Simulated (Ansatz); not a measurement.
# ZnS (Fm-3m): seeking the equilibrium cell

Aim: the volume at which the pressure of ZnS (Fm-3m) vanishes.

Program: Ansatz 0.2.0. Level of theory: DFT r²SCAN and PBE (the runs whose input is shown use PBE), scalar-relativistic, plane waves, PAW. These are calculated values, not measurements.

## Step 1: The structure to begin with

Symmetry: Fm-3m, No. 225, cubic system. Conventional cell: a = 5.168 Å, b = 5.168 Å, c = 5.168 Å, α = 90.00°, β = 90.00°, γ = 90.00°. Around S (site symmetry m-3m) lie 6 Zn at 2.58 Å. Zn (site symmetry m-3m) is surrounded by 6 S at 2.58 Å.

Structure file:

```cif
data_structure
_symmetry_space_group_name_H-M 'Fm-3m'
_symmetry_Int_Tables_number 225
_cell_length_a 5.1677
_cell_length_b 5.1677
_cell_length_c 5.1677
_cell_angle_alpha 90.000
_cell_angle_beta 90.000
_cell_angle_gamma 90.000
_cell_volume 138.00
loop_
_atom_site_label
_atom_site_type_symbol
_atom_site_symmetry_multiplicity
_atom_site_Wyckoff_symbol
_atom_site_fract_x
_atom_site_fract_y
_atom_site_fract_z
_atom_site_occupancy
S1 S 4 a 0.00000 0.00000 0.00000 1
Zn1 Zn 4 b 0.50000 0.00000 0.00000 1
```

## Step 2: First run, at the start cell

The input, input.yaml:

```yaml
crystal:
  lattice:
    - [0.0, 2.58384229, 2.58384229]
    - [2.58384229, 0.0, 2.58384229]
    - [2.58384229, 2.58384229, 0.0]
  atoms:
    - { symbol: S, position: [0.0, 0.0, 0.0] }
    - { symbol: Zn, position: [0.5, 0.5, 0.5] }
basis:
  ecutwfc: 420
  ecutrho_ratio: 4
kpoints:
  mp_grid: { grid: [6, 6, 6] }
hamiltonian:
  xc: pbe
scf:
  occupations: { method: gaussian, width: 0.05 }
output:
  forces: true
  stress: true
  eigenvalues: true
```

Run with:

```bash
> ansatz run input.yaml --threads 1 --pin off --max-ram 2560MiB --backend cpu --events-out ev --progress --plain --runs-dir out
```

After this run come: A new volume, run 2; A new volume, run 3; Another level, run 4; Volume adjusted, run 5; Next volume, run 6.

**Question.** What will these runs give? Wanted: volume; pressure; conventional cell; gap on the mesh.

The runs gave:

| quantity | value |
| --- | --- |
| volume | 16.214 Å³/atom |
| pressure | 0.00 GPa |
| conventional cell | a = 5.062 Å, b = 5.062 Å, c = 5.062 Å, α = 90.00°, β = 90.00°, γ = 90.00° |
| gap on the mesh | 0.15 eV |

The volume went from 17.25 to 16.21 Å³/atom (-6.0 %), where 0.00 GPa is left.
